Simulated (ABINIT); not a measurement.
# Ta in ABINIT: the effect of functional

Crystal: Ta.

```
Ta
1.0
    -1.65128    1.65128    1.65128
     1.65128   -1.65128    1.65128
     1.65128    1.65128   -1.65128
Ta
1
Direct
  0.00000 0.00000 0.00000
```

Alike in all runs:

- Program: ABINIT 10.8.3 (patched build)
- Task: band structure
- Potentials or basis: JTH PAW PBE v2.0
- Cutoff: 626 eV
- k mesh: 11 × 11 × 11
- Occupations: fermi-dirac, width 0.05 eV
- Spin: no spin polarisation

```csv
functional,pressure (GPa)
LDA,-9.6
PBEsol,-4.6
RPBE,5.5
BLYP,?
AM05,-5.3
r2SCAN,0.2
SCAN,-5.3
revPBE,4.6
PW91,1.7
WC,-3.7
```

Problem. What does the run with functional BLYP give?

Solution. Pressure 8.5 GPa.

Caveats: the PAW data sets were made with another functional, which shifts forces and pressure a little.

Runs at the PBE level aren't shown here.
